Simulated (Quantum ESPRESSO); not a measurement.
Runs of Quantum ESPRESSO 7.5 on PbS (Galena). It takes space group Fm-3m (No. 225, cubic). The conventional cell has a = 5.931 Å, b = 5.931 Å, c = 5.931 Å, α = 90.00°, β = 90.00°, γ = 90.00°. Pb (site symmetry m-3m) has 6 S at 2.97 Å as nearest neighbours. S (site symmetry m-3m) has 6 Pb at 2.97 Å as nearest neighbours. 

```tsv
task	level	potentials or basis	form of the LDA correlation	gap on the mesh (eV)	pressure (GPa)	V0 of scaled cells (Å³/atom)	B0 (GPa)
band structure	LDA	PseudoDojo 0.4.1 SR LDA standard	PW92	0.24	-2.6	-	-
band structure	PBEsol	PseudoDojo 0.4.1 SR PBEsol standard	-	(a)	-0.8	-	-
equation of state	LDA	PseudoDojo 0.4.1 SR LDA standard	PW92	-	-	(b)	64
equation of state	PBEsol	PseudoDojo 0.4.1 SR PBEsol standard	-	-	-	25.72	59
equation of state	PBE+D3(BJ)	PseudoDojo 0.4.1 SR PBE standard	-	-	-	(c)	57
```

Alike in all rows: no spin polarisation; cell as given; k mesh 8 × 8 × 8; cutoff (eV) 762; smearing fermi-dirac 0.05 eV.

Task: Estimate the missing entries.

Result: (a) 0.26; (b) 24.95; (c) 26.22.

Caveats: spin-orbit coupling is left out, which as a rule narrows the gap of such compounds by several tenths of an eV (some runs).

A k mesh can miss the band edges, and the runs leave out spin-orbit coupling on Pb.
